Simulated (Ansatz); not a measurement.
# Dielectric response of SiC (10-10) films

Aim: the electronic and static ε of wurtzite SiC (10-10) from films of several thicknesses in a field.

Method: plane-wave DFT, r2SCAN, Ansatz PAW, in the first sound run; inputs show where later runs differ, in Ansatz 0.2.0.

**1. Set-up**

The cell holds 12 atoms: 6 Si and 6 C. Cell: a = 3.080 Å, b = 5.050 Å, c = 24.224 Å, α = 90.0°, β = 90.0°, γ = 90.0°. It derives from SiC (wurtzite SiC). Vacuum lies along c.

**2. Relaxing the film, 12 atoms, units 3**

The structure is relaxed first, because levels and dipoles at a surface follow the positions of the outer atoms.

input.yaml reads:

```yaml
crystal:
  lattice:
    - [3.08, 0.0, 0.0]
    - [0.0, 5.05, 0.0]
    - [0.0, 0.0, 24.2238359019]
  atoms:
    - { symbol: Si, position: [0.0, 0.0, 0.3715348814] }
    - { symbol: C, position: [0.0, 0.375, 0.3715348814] }
    - { symbol: Si, position: [0.5, 0.5, 0.408239201] }
    - { symbol: C, position: [0.5, 0.875, 0.408239201] }
    - { symbol: Si, position: [0.5, 0.0, 0.4816478402] }
    - { symbol: C, position: [0.5, 0.375, 0.4816478402] }
    - { symbol: Si, position: [0.0, 0.5, 0.5183521598] }
    - { symbol: C, position: [0.0, 0.875, 0.5183521598] }
    - { symbol: Si, position: [0.0, 0.0, 0.591760799] }
    - { symbol: C, position: [0.0, 0.375, 0.591760799] }
    - { symbol: Si, position: [0.5, 0.5, 0.6284651186] }
    - { symbol: C, position: [0.5, 0.875, 0.6284651186] }
kpoints:
  mp_grid: { grid: [8, 6, 1] }
hamiltonian:
  xc: r2scan
scf:
  occupations: { method: fixed }
  convergence: { dr2_threshold: 1.0e-09 }
efield:
  axis: 3
  dipole_correction: true
  ramp_position: 0.97
  ramp_width: 0.06
relax:
  f_tol: 0.003
  max_steps: 100
output:
  write_potential: true
  write_density: true
  volumetric_format: npy
```

On the command line:

```
$ ansatz run input.yaml --threads 8 --pin off --max-ram 12288MiB --backend cpu --events-out ev --progress --plain --runs-dir out
```

Numbers of over 12 decimals in the logs are rounded to 6 here.

The program printed:

```text
Engine: ansatz 0.2.0, aarch64-unknown-linux-gnu
Pseudopotentials: kind: paw
Pseudopotential: Si, paw, valence charge 4, recommended cutoff 500 eV (meta_gga), Si.paw.azcp
Pseudopotential: C, paw, valence charge 4, recommended cutoff 500 eV (meta_gga), C.paw.azcp
Functional definition: r2SCAN
  parameter k0 = 0.174
  parameter k1 = 0.065
  parameter a1 = 4.9479
  exchange = r2scan_x(k0 = k0, k1 = k1, a1 = a1)
  correlation = r2scan_c
Crystal: 12 atoms, lattice volume = 376.778 Å³
Basis set: ecut = 500 eV, 9633 PW (Γ), exchange–correlation on 96×160×720 points (64 copies of the dense FFT grid, shifted against one another)
Bands: 36, of which v1, the nominal top of the filled ones, is band 24 counted from 1 (23 counted from 0)
Symmetry: 2 space group operations
k-points: 20 of 48 (time reversal used)
Non-local potential: Si, projectors of the file, l = 0: 2, l = 1: 2, l = 2: 2
Non-local potential: C, projectors of the file, l = 0: 2, l = 1: 2, l = 2: 1
PAW form: soft (Blöchl's): semilocal exchange-correlation on the pseudo side does not see the compensation charge
PAW frozen core: Si, regenerated for the run's functional (the file was generated under x = pbe(κ = 0.804, μ = 0.219515), c = pbe(β = 0.066725))
PAW frozen core: C, regenerated for the run's functional (the file was generated under x = pbe(κ = 0.804, μ = 0.219515), c = pbe(β = 0.066725))
PAW one-centre angular grid: Si, 302 points (default); XC on 160 Gauss nodes
PAW one-centre angular grid: C, 302 points (default); XC on 239 of its mesh's 2573 points in the sphere
Initial density: superposition of atomic densities (neutral atoms: chi_scale 0, normalization atom), corrected by the library's trained network
Initial wavefunctions: pseudopotential atomic-orbital guess
Functional: x = r2scan, c = r2scan; τ floored in thin density (d = 2e-4 eV/Å³)
SCF iter   1: F=—  HF=-5341.229367 eV  |F-HF|=—  |Δ(HF+E_count)|=         —  Δρ=5.47e-3  dr2=1.02e-1  dr2_τ=9.91e-1  ethr=1.77e-3  p=0.000 e·Å  D=1.09e-14 V/Å  ΔV_dip=-0.00 eV  dr2_dipole=9.82e-8  V_vac-E_F(+/−)=5.44/5.44 eV  ⟨swp⟩=5.2  Hψ=3478  notcnv=0  defer=200
efield: sawtooth ramp at fractional position 0.9700 (set: `efield.ramp_position`, or a place that a band, a saddle search or an elastic batch's reference lends), width 0.0600; the density the first Hamiltonian is built on has a dipole p = 0.000 e·Å; the dipole correction subtracts the counter field D = 1.09e-14 V/Å, which shifts the + side's vacuum level by -0.00 eV against the − side's; the planar-averaged density in the ramp window peaks in size at 1.9e-6 e/Å³
preconditioner: auto → Resta (q_TF=auto, 1.935 Å⁻¹)  ε∞=2.4  [insulator: Δε(μ)=0.764 eV  Ē_g=11.377 eV  n_scr=36 (ndim 8)  ℏωp=13.3 eV  f_vac=0.581  ε∞_Penn≈2.4  vacuum switching on, ρ_ref=9.4e-3 e/Å³]
SCF iter   2: F=—  HF=-5341.476974 eV  |F-HF|=—  |Δ(HF+E_count)|=   2.48e-1  Δρ=3.75e-3  dr2=3.77e-2  dr2_τ=9.51e-4  ethr=2.13e-4  p=-0.000 e·Å  D=-6.36e-5 V/Å  ΔV_dip=0.00 eV  dr2_dipole=6.61e-7  V_vac-E_F(+/−)=5.36/5.36 eV  ⟨swp⟩=2.7  Hψ=1426  notcnv=0  defer=200  κ⁻¹=1.0e0(r=1)
SCF iter   3: F=—  HF=-5341.475137 eV  |F-HF|=—  |Δ(HF+E_count)|=   1.84e-3  Δρ=1.96e-3  dr2=1.09e-2  dr2_τ=4.69e-4  ethr=7.86e-5  p=0.000 e·Å  D=9.34e-5 V/Å  ΔV_dip=-0.00 eV  dr2_dipole=9.76e-7  V_vac-E_F(+/−)=5.44/5.44 eV  ⟨swp⟩=2.9  Hψ=1004  notcnv=0  defer=200  κ⁻¹=2.6e-2(r=2)
SCF iter   4: F=—  HF=-5341.475411 eV  |F-HF|=—  |Δ(HF+E_count)|=   2.74e-4  Δρ=1.13e-3  dr2=3.13e-3  dr2_τ=1.16e-4  ethr=2.27e-5  p=-0.000 e·Å  D=-1.08e-4 V/Å  ΔV_dip=0.00 eV  dr2_dipole=1.50e-6  V_vac-E_F(+/−)=5.44/5.43 eV  ⟨swp⟩=2.7  Hψ=1004  notcnv=0  defer=200  κ⁻¹=4.5e-3(r=3)
SCF iter   5: F=—  HF=-5341.475733 eV  |F-HF|=—  |Δ(HF+E_count)|=   3.22e-4  Δρ=1.42e-4  dr2=8.10e-5  dr2_τ=3.09e-6  ethr=6.53e-6  p=0.000 e·Å  D=1.64e-4 V/Å  ΔV_dip=-0.00 eV  dr2_dipole=3.24e-6  V_vac-E_F(+/−)=5.45/5.46 eV  ⟨swp⟩=2.9  Hψ=1085  notcnv=0  defer=200  κ⁻¹=2.9e-4(r=4)
SCF iter   6: F=—  HF=-5341.475761 eV  |F-HF|=—  |Δ(HF+E_count)|=   2.78e-5  Δρ=7.01e-5  dr2=2.28e-5  dr2_τ=5.66e-7  ethr=1.69e-7  p=-0.000 e·Å  D=-1.58e-4 V/Å  ΔV_dip=0.00 eV  dr2_dipole=3.05e-6  V_vac-E_F(+/−)=5.46/5.46 eV  ⟨swp⟩=2.7  Hψ=1235  notcnv=0  defer=200  κ⁻¹=4.1e-5(r=5)
SCF iter   7: F=—  HF=-5341.475772 eV  |F-HF|=—  |Δ(HF+E_count)|=   1.03e-5  Δρ=3.44e-5  dr2=1.02e-5  dr2_τ=1.26e-7  ethr=4.74e-8  p=0.000 e·Å  D=1.54e-4 V/Å  ΔV_dip=-0.00 eV  dr2_dipole=2.86e-6  V_vac-E_F(+/−)=5.46/5.46 eV  ⟨swp⟩=2.5  Hψ=991  notcnv=0  defer=193  κ⁻¹=1.9e-5(r=6)
SCF iter   8: F=—  HF=-5341.475776 eV  |F-HF|=—  |Δ(HF+E_count)|=   3.99e-6  Δρ=1.51e-5  dr2=9.89e-7  dr2_τ=3.72e-8  ethr=2.12e-8  p=-0.000 e·Å  D=-1.96e-5 V/Å  ΔV_dip=0.00 eV  dr2_dipole=4.60e-8  V_vac-E_F(+/−)=5.46/5.46 eV  ⟨swp⟩=2.6  Hψ=964  notcnv=0  defer=184  κ⁻¹=1.3e-6(r=7)
SCF iter   9: F=—  HF=-5341.475756 eV  |F-HF|=—  |Δ(HF+E_count)|=   1.93e-5  Δρ=4.55e-6  dr2=8.78e-8  dr2_τ=1.82e-9  ethr=2.06e-9  p=0.000 e·Å  D=7.37e-7 V/Å  ΔV_dip=-0.00 eV  dr2_dipole=6.53e-11  V_vac-E_F(+/−)=5.46/5.46 eV  ⟨swp⟩=2.0  Hψ=1161  notcnv=0  defer=177  κ⁻¹=1.3e-7(r=8)
SCF iter  10: F=—  HF=-5341.475756 eV  |F-HF|=—  |Δ(HF+E_count)|=   1.50e-7  Δρ=1.71e-6  dr2=1.27e-8  dr2_τ=3.19e-10  ethr=1.83e-10  p=0.000 e·Å  D=1.03e-7 V/Å  ΔV_dip=-0.00 eV  dr2_dipole=3.95e-13  V_vac-E_F(+/−)=5.46/5.46 eV  ⟨swp⟩=2.1  Hψ=1063  notcnv=0  defer=177  κ⁻¹=5.4e-7(r=8)
SCF iter  11: F=—  HF=-5341.475756 eV  |F-HF|=—  |Δ(HF+E_count)|=   2.43e-8  Δρ=5.63e-7  dr2=1.28e-9  dr2_τ=4.18e-11  ethr=2.65e-11  p=-0.000 e·Å  D=-2.05e-7 V/Å  ΔV_dip=0.00 eV  dr2_dipole=1.57e-12  V_vac-E_F(+/−)=5.46/5.46 eV  ⟨swp⟩=2.7  Hψ=1028  notcnv=0  defer=177  κ⁻¹=2.9e-7(r=8)
SCF iter  12: F=-5341.475756 eV  HF=-5341.475756 eV  |F-HF|=3.69e-10  |Δ(HF+E_count)|=   2.16e-9  Δρ=2.78e-7  dr2=3.21e-10  dr2_τ=1.35e-11  ethr=2.08e-12  p=0.000 e·Å  D=1.28e-7 V/Å  ΔV_dip=-0.00 eV  dr2_dipole=6.50e-13  V_vac-E_F(+/−)=5.46/5.46 eV  ⟨swp⟩=9.1  Hψ=4258  notcnv=0
SCF 1 converged in 12 iterations: F = -5341.475756 eV  dr2 = 3.21e-10
  greatest PAW one-centre occupation: 0.664 electrons in one spin orbital (limit 2), on the C atom at site 9 (counted from 0), in its partial waves of l = 0
relax step   1: F+E_penalty+E_count = -5341.47575639 eV  Δ(F+E_penalty+E_count) = +0.000e0 eV  max|allowed force component| = 2.598e0 eV/Å  Δτ_max = 0.0000 Å  (12 SCF iters, accepted)
Initial density: handed on by an earlier stage of this run
Initial wavefunctions: those handed on with the density
iter 1 solved again at ethr=1.18e-3 eV; its pass at ethr=3.10e-3 eV (dr2=5.65e-1 eV) is discarded
[...]
SCF iter   2: F=—  HF=-5342.970093 eV  |F-HF|=—  |Δ(HF+E_count)|=   6.67e-8  Δρ=1.56e-5  dr2=8.81e-7  dr2_τ=1.28e-8  ethr=1.73e-8  p=-0.000 e·Å  D=-2.29e-7 V/Å  ΔV_dip=0.00 eV  dr2_dipole=6.12e-13  V_vac-E_F(+/−)=5.55/5.55 eV  ⟨swp⟩=2.6  Hψ=1279  notcnv=0  defer=126  κ⁻¹=1.0e0(r=1)
SCF iter   3: F=—  HF=-5342.970073 eV  |F-HF|=—  |Δ(HF+E_count)|=   1.99e-5  Δρ=6.42e-6  dr2=9.91e-8  dr2_τ=3.16e-9  ethr=1.84e-9  p=-0.000 e·Å  D=-4.01e-8 V/Å  ΔV_dip=0.00 eV  dr2_dipole=4.48e-13  V_vac-E_F(+/−)=5.55/5.55 eV  ⟨swp⟩=2.6  Hψ=1053  notcnv=0  defer=123  κ⁻¹=4.4e-2(r=2)
SCF iter   4: F=—  HF=-5342.970073 eV  |F-HF|=—  |Δ(HF+E_count)|=   1.40e-8  Δρ=2.41e-6  dr2=1.40e-8  dr2_τ=5.99e-10  ethr=2.06e-10  p=-0.000 e·Å  D=-2.09e-7 V/Å  ΔV_dip=0.00 eV  dr2_dipole=5.11e-13  V_vac-E_F(+/−)=5.55/5.55 eV  ⟨swp⟩=2.5  Hψ=1093  notcnv=0  defer=123  κ⁻¹=4.3e-3(r=3)
SCF iter   5: F=—  HF=-5342.970073 eV  |F-HF|=—  |Δ(HF+E_count)|=   5.44e-9  Δρ=1.07e-6  dr2=2.46e-9  dr2_τ=9.84e-11  ethr=2.91e-11  p=-0.000 e·Å  D=-5.45e-8 V/Å  ΔV_dip=0.00 eV  dr2_dipole=2.80e-13  V_vac-E_F(+/−)=5.55/5.55 eV  ⟨swp⟩=2.6  Hψ=1059  notcnv=0  defer=123  κ⁻¹=3.8e-4(r=4)
SCF iter   6: F=-5342.970073 eV  HF=-5342.970073 eV  |F-HF|=4.91e-11  |Δ(HF+E_count)|=   1.63e-9  Δρ=2.28e-7  dr2=1.23e-10  dr2_τ=9.77e-12  ethr=2.08e-12  p=-0.000 e·Å  D=-1.93e-7 V/Å  ΔV_dip=0.00 eV  dr2_dipole=3.17e-13  V_vac-E_F(+/−)=5.55/5.55 eV  ⟨swp⟩=9.0  Hψ=4431  notcnv=0
SCF 8 converged in 6 iterations: F = -5342.970073 eV  dr2 = 1.23e-10
relax step   8: F+E_penalty+E_count = -5342.97007313 eV  Δ(F+E_penalty+E_count) = -5.703e-6 eV  max|allowed force component| = 7.407e-4 eV/Å  Δτ_max = 0.0005 Å  (6 SCF iters, accepted)
NSCF: frozen V_eff on 20 k-points
the band table was solved once a step of the walk had ended and its energy, with any forces and stress, was formed, with the checks that follow a solve (5889 applications of the Hamiltonian). They found nothing against the state; the energy, forces and stress were not computed again (output.eigenvalues in the input reference)
iter 1 solved again at ethr=1.00e-12 eV; its pass at ethr=3.10e-3 eV (dr2=1.22e-10 eV) is discarded
SCF iter   1: F=—  HF=-5342.970073 eV  |F-HF|=—  |Δ(HF+E_count)|=         —  Δρ=2.28e-7  dr2=1.23e-10  dr2_τ=9.76e-12  ethr=1.00e-12  p=-0.000 e·Å  D=-1.93e-7 V/Å  ΔV_dip=0.00 eV  dr2_dipole=3.20e-13  V_vac-E_F(+/−)=5.55/5.55 eV  ⟨swp⟩=2.1  Hψ=2641  notcnv=0
efield: sawtooth ramp at fractional position 0.9700 (kept from the solve that this one continues, or follows in the run), width 0.0600; the density the first Hamiltonian is built on has a dipole p = -0.000 e·Å; the dipole correction subtracts the counter field D = -1.93e-7 V/Å, which shifts the + side's vacuum level by +0.00 eV against the − side's; the planar-averaged density in the ramp window peaks in size at 4.3e-9 e/Å³
preconditioner: auto → Resta (q_TF=auto, 1.935 Å⁻¹)  ε∞=2.3  [insulator: Δε(μ)=1.655 eV  Ē_g=11.754 eV  n_scr=36 (ndim 8)  ℏωp=13.3 eV  f_vac=0.600  ε∞_Penn≈2.3  vacuum switching on, ρ_ref=1.0e-2 e/Å³]
SCF iter   2: F=-5342.970073 eV  HF=-5342.970073 eV  |F-HF|=7.09e-11  |Δ(HF+E_count)|=  4.18e-11  Δρ=1.19e-7  dr2=3.34e-11  dr2_τ=9.96e-13  ethr=1.00e-12  p=-0.000 e·Å  D=-6.82e-8 V/Å  ΔV_dip=0.00 eV  dr2_dipole=1.69e-13  V_vac-E_F(+/−)=5.55/5.55 eV  ⟨swp⟩=8.0  Hψ=3684  notcnv=0
SCF 9 converged in 2 iterations: F = -5342.970073 eV  dr2 = 3.34e-11
NSCF: frozen V_eff on 20 k-points
the band table was solved once a step of the walk had ended and its energy, with any forces and stress, was formed, with the checks that follow a solve (3699 applications of the Hamiltonian). They found nothing against the state; the energy, forces and stress were not computed again (output.eigenvalues in the input reference)
WARN: The output density's exchange-correlation potential varies sharply where the density is thin. Do not read a vacuum level from v_tot or v_xc, or from such a field of the output density. On a cell that repeats whose density bears no net charge and no dipole along the vacuum's axis use v_es (v_loc + v_h of the components); under efield.dipole_correction with no amplitude use v_es + v_field, which holds any externa [...]
SCF converged after 2 iterations
Stability not checked: this state was not tested for a lower state beside it, because the mixer in use, unlike msr1, does not test its closes by its own steps (another_mixer; see scf.mixing.algorithm and scf.lower_state_search)
Free energy (F): -5342.970073 eV
Harris-Foulkes:  -5342.970073 eV  (|F-HF|=7.09e-11)
Internal energy: -5342.970073 eV  (E = F + TS)
E sigma→0 (E₀):  -5342.970073 eV
Fermi energy:    -0.534020 eV
Dipole field:    D = -0.000000 V/Å  (p = -0.000001 e·Å, saw-weighted, corrected)
Work function:   Φ+ = 5.5455 eV   Φ− = 5.5455 eV
Levels:          The Fermi level and band energies are counted from a zero that moves with the ramp; work functions are not
--- Per-component energies (eV) ---
  E_band       = -329.369750
  E_kinetic    = 810.026457
  E_local      = -25949.851770  (includes V_loc(G=0)·N_el)
  E_nonlocal   = 305.342245
  E_hartree    = 12616.452212
  E_xc         = -604.412898
  E_vxc        = -707.492475  (∫ρ·V_xc dr)
  E_paw        = -3721.512160  (= ΣΔE_a)
  E_vpaw       = -54.413179  (= ΣTr[D̂ρ^β])
  E_aug_tail   = 0.000051  (compensation charges beyond the density's cutoff)
  E_vtau       = 34.114714  (kinetic-family band-sum trace: ∫τ·v_τ [+ j·A + Jᵃ·Aᵃ] dr)
  E_efield     = 0.000000  (sawtooth field / dipole correction)
  E_vefield    = 0.000000  (∫n·V_field dr)
  E_ewald      = 11201.593029
  E_core_change = -0.607240  (= ΣΔE_core)
  E_smearing   = -0.000000  (= −TS)
  E_closure    = -0.000000  (closes the sum)
  Σ components = -5342.970073   (vs F -5342.970073, Δ=0.00e0)
--- Forces (eV/Å), atoms counted from 1 ---
  atom   1  Si     0.00000000    -0.00030129     0.00027690
  atom   2  C      0.00000000     0.00074300     0.00004936
  atom   3  Si     0.00000000     0.00009551    -0.00039275
  atom   4  C      0.00000000    -0.00052270    -0.00008641
  atom   5  Si     0.00000000    -0.00007369     0.00002592
  atom   6  C      0.00000000     0.00007003     0.00030821
  atom   7  Si     0.00000000    -0.00007390    -0.00001759
  atom   8  C      0.00000000     0.00006966    -0.00031501
  atom   9  Si     0.00000000     0.00009682     0.00039623
  atom  10  C      0.00000000    -0.00052255     0.00008104
  atom  11  Si     0.00000000    -0.00030285    -0.00027495
  atom  12  C      0.00000000     0.00074411    -0.00005065
  max |Σ_I F_I| component: 2.22e-5 eV/Å
--- Band table (eV; the first three rows and the last of 20) ---
  k-point 0: bands = [... 20 lower, -1.3776, -1.2965, -0.9997, -0.5560, 2.1536, 2.4085, 2.9104, 3.5469, ... 8 higher]
  k-point 1: bands = [... 20 lower, -1.8104, -1.4117, -1.1403, -0.6888, 2.1224, 2.4296, 2.8338, 3.3138, ... 8 higher]
  k-point 2: bands = [... 20 lower, -2.0794, -1.4903, -1.4671, -0.8830, 1.9862, 2.2227, 3.0691, 3.2294, ... 8 higher]
  k-point 19: bands = [... 20 lower, -2.8596, -2.8596, -1.0336, -1.0336, 1.1213, 1.1214, 3.5332, 3.5332, ... 8 higher]
--- Relaxed structure (8 steps of the walk, 7 accepted, 0 SCFs on fresh bases) ---
  F+E_penalty+E_count = -5342.97007313 eV   max|allowed force component| = 7.407e-4 eV/Å
  atoms:
    - { symbol: Si, position: [0.0, 0.023471, 0.382163] }
    - { symbol: C, position: [0.0, 0.364084, 0.375802] }
    - { symbol: Si, position: [0.5, 0.491799, 0.405208] }
    - { symbol: C, position: [0.5, 0.865365, 0.406557] }
    - { symbol: Si, position: [0.5, 0.00296731, 0.482870] }
    - { symbol: C, position: [0.5, 0.377313, 0.482216] }
    - { symbol: Si, position: [0.0, 0.502967, 0.517130] }
    - { symbol: C, position: [0.0, 0.877313, 0.517784] }
    - { symbol: Si, position: [0.0, -0.00820097, 0.594792] }
    - { symbol: C, position: [0.0, 0.365365, 0.593443] }
    - { symbol: Si, position: [0.5, 0.523471, 0.617837] }
    - { symbol: C, position: [0.5, 0.864085, 0.624198] }
```

Run time: 55 s. Hardware: 8 threads of Arm Neoverse V2, shared host; peak memory 1.7 GiB.

Relaxation path:

| step | energy less that of the first step (eV) | largest force component (eV/Å) |
| --- | --- | --- |
| 1 | 0.0000 | 2.5980 |
| 2 | -1.0709 | 1.7233 |
| 3 | -1.3796 | 2.0186 |
| 4 | -1.4895 | 0.1394 |
| 5 | -1.4889 | 0.1857 |
| 6 | -1.4942 | 0.0297 |
| 7 | -1.4943 | 0.0051 |
| 8 | -1.4943 | 0.0007 |

Relaxation step 5 was tried and not accepted.

Forces are held to the 2 operations that the run works with; a distortion that breaks them can't arise in this run.

The atoms that moved most (Å):

| atom | dx | dy | dz | length |
| --- | --- | --- | --- | --- |
| Si11 | 0.000 | 0.119 | -0.257 | 0.283 |
| Si1 | 0.000 | 0.119 | 0.257 | 0.283 |
| C2 | 0.000 | -0.055 | 0.103 | 0.117 |
| C12 | 0.000 | -0.055 | -0.103 | 0.117 |
| Si3 | 0.000 | -0.041 | -0.073 | 0.084 |
| Si9 | 0.000 | -0.041 | 0.073 | 0.084 |
| C10 | 0.000 | -0.049 | 0.041 | 0.063 |
| C4 | 0.000 | -0.049 | -0.041 | 0.063 |

This step gave:

| Quantity | Value |
| --- | --- |
| gap on the k-mesh | 1.655 eV |
| dipole along the normal | -9.82e-7 e·Å |
| ionisation energy, upper face | 5.546 eV |
| electron affinity, upper face | 3.890 eV |

Running mean over 2.667 Å of the planar mean; the ramp of the sawtooth is left out. Electron's electrostatic potential energy less the highest filled level against z:

z (Å), electron's electrostatic potential energy less the highest filled level (eV) and a bar from the least value:
```
      3.0       5.55 ##############################
      3.5       5.55 ##############################
      4.0       5.55 ##############################
      4.5       5.55 ##############################
      5.0       5.54 ##############################
      5.5       5.54 ##############################
      6.0       5.52 ##############################
      6.5       5.43 ##############################
      7.0       5.08 #############################
      7.5       3.66 ##########################
      8.0       0.42 ###################
      8.5      -3.54 ###########
      9.0      -6.41 #####
      9.5      -7.51 ##
     10.0      -8.20 #
     10.5      -8.56 
     11.0      -8.10 #
     11.5      -7.79 ##
     12.0      -7.80 ##
     12.5      -7.78 ##
     13.0      -7.89 #
     13.5      -8.41 
     14.0      -8.47 
     14.5      -7.81 ##
     15.0      -7.04 ###
     15.5      -5.06 #######
     16.0      -1.37 ###############
     16.5       2.40 #######################
     17.0       4.66 ############################
     17.5       5.33 ##############################
     18.0       5.49 ##############################
     18.5       5.53 ##############################
     19.0       5.54 ##############################
     19.5       5.54 ##############################
     20.0       5.55 ##############################
     20.5       5.55 ##############################
     21.0       5.55 ##############################
```

The relaxation took 8 steps and lowered the energy by 1.5 eV; the largest force on the free atoms ends at 7.4e-4 eV/Å.

The gap is 1.66 eV, with the valence edge 5.55 eV and the conduction edge 3.89 eV under the upper vacuum level.

(Part 1 of 5 ends here.)

[Logs are printed without paths, hosts, clocks, repeated set-up lines and the standing remarks that a program may print on its own settings, such as how far it seeks lower states.]

[Hosts, paths, dates, database ids (printed as entryN), source tags and the programs' standing remarks are cut or masked in the printed files.]

[Maps of the electrostatic potential energy from Ansatz leave out the sawtooth potential of an applied field or a dipole correction, so their vacuum need not be flat; planar profiles and work functions include it.]
